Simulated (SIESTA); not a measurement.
The system is PbSe (Clausthalite).

```xyz
2
Lattice="0.0000 3.0606 3.0606 3.0606 0.0000 3.0606 3.0606 3.0606 0.0000" Properties=species:S:1:pos:R:3 pbc="T T T"
Pb    0.0000    0.0000    0.0000
Se    3.0606    3.0606    3.0606
```

Base run:

| Quantity | Value |
| --- | --- |
| Program | SIESTA 5.4.2 |
| Functional | vdW-DF-cx |
| Potentials or basis | PseudoDojo 0.4 standard (PBE files) |
| Basis | DZP (energy shift 0.003 Ry; two zetas on semicore shells) |
| Grid cutoff | 500 Ry |
| Energy shift | 0.003 Ry |
| k mesh | 8 × 8 × 8 |
| Occupations | fermi-dirac, width 0.05 eV |
| Spin | no spin polarisation |

Its results: band gap on the k mesh 0.35 eV, direct; pressure 1.6 GPa.

The run is repeated on the same cell with these changes: functional from vdW-DF-cx to BLYP. What comes out?

Band gap on the k mesh 0.49 eV, direct; pressure 7.0 GPa.

Caveats: the potentials were made for another functional, which shifts forces and pressure; spin-orbit coupling is left out, which as a rule narrows the gap of such compounds by several tenths of an eV; the basis of atomic orbitals isn't converged, which shifts pressures, moduli and gaps.
